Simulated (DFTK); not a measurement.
Au, 1 atom in the cell. Symmetry: Fm-3m, No. 225, cubic system. The conventional cell has a = 4.070 Å, b = 4.070 Å, c = 4.070 Å, α = 90.00°, β = 90.00°, γ = 90.00°. Au (site symmetry m-3m) has 12 Au at 2.88 Å as nearest neighbours. 

| Property | Result |
| --- | --- |
| Program | DFTK 0.8.2 |
| Task | projected density of states |
| Functional | LDA |
| Potentials or basis | dojo.nc.sr.lda.v0_4_1.standard.upf (LDA) |
| Cutoff | 871 eV |
| k mesh | 6 × 6 × 6 |
| Occupations | fermi-dirac, width 0.05 eV |
| Spin | no spin polarisation |
| Hubbard terms | Au d U = 4.5 eV |
| Start of the occupations | half filled (the program's default) |
| Valence electrons | Au 19 |
| SCF tolerance on the density | 1e-06 |
| Symmetries used | no |
| Gaussian width for the DOS | 0.15 eV |

Potentials or basis: dojo.nc.sr.lda.v0_4_1.standard.upf (LDA).

The run is started by

```console
$ julia --threads=1 run.jl  # save.jl only writes the numbers to a file and isn't shown; printed stress counts tension as positive; times include loading and compiling
```

Hardware: 1 thread of Intel(R) Xeon(R) 6975P-C (Granite Rapids) (shared host).

Q: How long does it take, and how much memory?

A: Wall time 2.8 min on 1 thread of Intel(R) Xeon(R) 6975P-C (Granite Rapids) (shared host), peak memory 2.1 GiB. Counts: scf iterations 9, k points 216, plane waves 1002, bands 14.
